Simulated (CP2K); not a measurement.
The system is Pt.

```
Pt
1.0
     2.77313    0.00000    0.00000
     1.38657    2.40160    0.00000
     1.38657    0.80053    2.26425
Pt
1
Direct
  0.00000 0.00000 0.00000
```

Base run:

* Program: CP2K 2026.2
* Functional: r2SCAN
* Dispersion: D4
* Potentials or basis: POTENTIAL_UZH Pt GTH-SCAN-q18; TZVP-MOLOPT-SCAN-GTH basis
* Density cutoff: 9184 eV
* k mesh: 12 × 12 × 12
* Occupations: fermi-dirac, width 0.05 eV
* Spin: no spin polarisation

Its results: band gap on the k mesh none (metal or under the smearing width); pressure 5.6 GPa.

Question: The run is repeated on the same cell with these changes: dispersion from D4 to D3(BJ). What comes out?

Answer: Band gap on the k mesh none (metal or under the smearing width); pressure 3.9 GPa.

Caveats: the basis of atomic orbitals isn't converged, which shifts pressures, moduli and gaps; pairwise dispersion overbinds metals, which lowers pressure and volume.
